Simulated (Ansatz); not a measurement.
Input of an Ansatz 0.2.0 run:

The input input.yaml:

```yaml
crystal:
  lattice:
    - [0.0, 2.8338, 2.8338]
    - [2.8338, 0.0, 2.8338]
    - [2.8338, 2.8338, 0.0]
  atoms:
    - { symbol: Se, position: [0.75, 0.75, 0.75] }
    - { symbol: Zn, position: [0.0, 0.0, 0.0] }
hamiltonian:
  xc: b3lyp5
  pseudopotentials: { kind: paw_fr }
magnetization:
  noncollinear: true
  spin_orbit: true
kpoints:
  mp_grid: { grid: [5, 5, 5] }
scf:
  occupations: { method: gaussian, width: 0.1 }
output:
  forces: true
  stress: true
  eigenvalues: true
```

Potentials or basis: Ansatz PAW.

Command:

```sh
$ ansatz run input.yaml --threads 1 --pin off --max-ram 2560MiB --backend cpu --events-out ev --progress --plain --runs-dir out
```

Question: Estimate the band gap on the k mesh.

Answer: 2.49 eV, direct.

Question: What does it give for the pressure?

Answer: 4.0 GPa.

Caveat: odd divisions of the mesh miss points on the zone boundary, where band edges often lie, so the gap on the mesh can be too wide; the PAW data sets come from PBE, with cores solved anew for the run's functional, which leaves a small shift of forces and pressure; the thresholds are loose for stress.

**Measured values to compare with.**

From “Alloy Disordering Effects on the Thermal Conductivity and Energy Gap Temperature Dependence of Cd1−xZnxSe Ternary Crystals Grown by the Bridgman Method”, 2023, pmc:10253836, for a bulk crystal of ZnSe at 300 K: band gap 2.695 ± 0.003 eV (an exciton energy, a little under the gap).

Against the measured gap of ZnSe, 2.695 eV (an exciton energy, a little under the gap; 300 K; “Alloy Disordering Effects on the Thermal Conductivity and Energy Gap Temperature Dependence of Cd1−xZnxSe Ternary Crystals Grown by the Bridgman Method”, 2023, pmc:10253836), the calculated 2.49 eV is off by -0.20 eV. The value is that of B3LYP5, without temperature or zero-point motion.
